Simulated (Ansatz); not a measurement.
TaS2:

```
Ta S
1.0
     3.35000    0.00000    0.00000
    -1.67500    2.90119    0.00000
     0.00000    0.00000    5.86000
Ta S
1 2
Direct
  0.00000 0.00000 0.00000
  0.66667 0.33333 0.75000
  0.33333 0.66667 0.25000
```

```yaml
Program: Ansatz 0.2.0
Task: relaxation of cell and atoms
Functional: SVWN5
Potentials_or_basis: Ansatz PAW
Cutoff: "420 eV (not typed: the program's choice for these potentials)"
k_mesh: 9 × 9 × 5
Occupations: fermi-dirac, width 0.05 eV
Spin: no spin polarisation
```

At the start: volume 18.98 Å³/atom.

Problem. Where does the relaxation end?

Solution. It ends after 5 steps and the volume is 17.93 Å³/atom (-5.6 %); space group P-3m1 (No. 164, to 0.05 Å).

The path:
| step | energy change (eV) | largest force (eV/Å) | volume (Å³) |
| --- | --- | --- | --- |
| 1 | 0.0000 | 0.7701 | 56.95 |
| 2 | -0.0650 | 0.0036 | 54.43 |
| 3 | -0.0667 | 0.0069 | 53.70 |
| 4 | -0.0667 | 0.0004 | 53.78 |
| 5 | -0.0663 | 0.0003 | 53.78 |

Final structure:
```xyz
3
Lattice="3.2916 0.0000 0.0000 -1.6458 2.8506 0.0000 0.0000 0.0000 5.7313" Properties=species:S:1:pos:R:3 pbc="T T T"
Ta    0.0000    0.0000    0.0000
S     1.6458    0.9502    4.1951
S     0.0000    1.9004    1.5362
```

Caveat: the plane-wave basis is chosen anew once the cell has moved, so the energies of steps on either side of that aren't comparable; the PAW data sets come from PBE, with cores solved anew for the run's functional, which leaves a small shift of forces and pressure.
